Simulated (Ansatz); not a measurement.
# Ti18C: the cost of one run

Program: Ansatz 0.2.0. Level of theory: DFT PBE, scalar-relativistic, plane waves, PAW. These are calculated values, not measurements.

2 further runs of the same task are left out: 1 that didn't finish, 1 set aside as unsound or not needed.

**1. The system as given**

It takes space group P6/mmm (No. 191, hexagonal). The conventional cell has a = 4.580 Å, b = 4.580 Å, c = 2.832 Å, α = 90.00°, β = 90.00°, γ = 120.00°. Ti (site symmetry 6/mmm) is surrounded by 14 Ti at 2.83 to 3.00 Å. Around Ti (site symmetry -6m2) lie 11 Ti at 2.64 to 3.00 Å.

Coordinates:

```
Ti
1.0
     4.57954    0.00000    0.00000
    -2.28977    3.96599    0.00000
     0.00000    0.00000    2.83217
Ti
3
Direct
  0.00000 0.00000 0.00000
  0.33333 0.66667 0.50000
  0.66667 0.33333 0.50000
```

It goes back to an entry of the Materials Project, which need not be the stable form.

This cell was relaxed beforehand with the same method: volume 17.15 Å³/atom, gap on the mesh none (metal).

**2. Relaxing the first end**

The supercell's rows are 0 1 -2; 1 0 -2; -1 -1 -2 in vectors of the relaxed cell. Atom 19 is the C that will move.

The input, input.yaml:

```yaml
crystal:
  lattice:
    - [-2.2897681512, 3.9659947755, -5.6643452928]
    - [4.5795363024, 0.0, -5.6643452928]
    - [-2.2897681512, -3.9659947755, -5.6643452928]
  atoms:
    - { symbol: Ti, position: [0.1666666667, 0.1666666667, 0.1666666667] }
    - { symbol: Ti, position: [0.0, 0.0, 0.0] }
    - { symbol: Ti, position: [0.8333333333, 0.8333333333, 0.8333333333] }
    - { symbol: Ti, position: [0.6666666667, 0.6666666667, 0.6666666667] }
    - { symbol: Ti, position: [0.5, 0.5, 0.5] }
    - { symbol: Ti, position: [0.3333333333, 0.3333333333, 0.3333333333] }
    - { symbol: Ti, position: [0.0833333333, 0.75, 0.4166666667] }
    - { symbol: Ti, position: [0.9166666667, 0.5833333333, 0.25] }
    - { symbol: Ti, position: [0.75, 0.4166666667, 0.0833333333] }
    - { symbol: Ti, position: [0.5833333333, 0.25, 0.9166666667] }
    - { symbol: Ti, position: [0.4166666667, 0.0833333333, 0.75] }
    - { symbol: Ti, position: [0.25, 0.9166666667, 0.5833333333] }
    - { symbol: Ti, position: [0.75, 0.0833333333, 0.4166666667] }
    - { symbol: Ti, position: [0.5833333333, 0.9166666667, 0.25] }
    - { symbol: Ti, position: [0.4166666667, 0.75, 0.0833333333] }
    - { symbol: Ti, position: [0.25, 0.5833333333, 0.9166666667] }
    - { symbol: Ti, position: [0.0833333333, 0.4166666667, 0.75] }
    - { symbol: Ti, position: [0.9166666667, 0.25, 0.5833333333] }
    - { symbol: C, position: [0.097419302, 0.8371751844, 0.8187325775] }
basis:
  ecutwfc: 420
  xc_grid: 2
kpoints:
  mp_grid: { grid: [4, 4, 4], shift: [0.5, 0.5, 0.5] }
hamiltonian:
  xc: pbe
scf:
  occupations: { method: gaussian, width: 0.1 }
output:
  forces: true
  stress: false
  eigenvalues: true
  write_density: true
  write_potential: true
  elf: true
  volumetric_format: npy
relax:
  adjacent_minimum: "off"
  f_tol: 0.02
  max_steps: 60
```

Command:

```console
> ansatz run input.yaml --threads 4 --pin off --max-ram 8192MiB --backend cpu --events-out ev --progress --plain --runs-dir out
```

Q: Estimate wall time and peak memory on 4 threads of Arm Neoverse V1, shared host.

About 21 min, with a peak of 1.7 GiB.
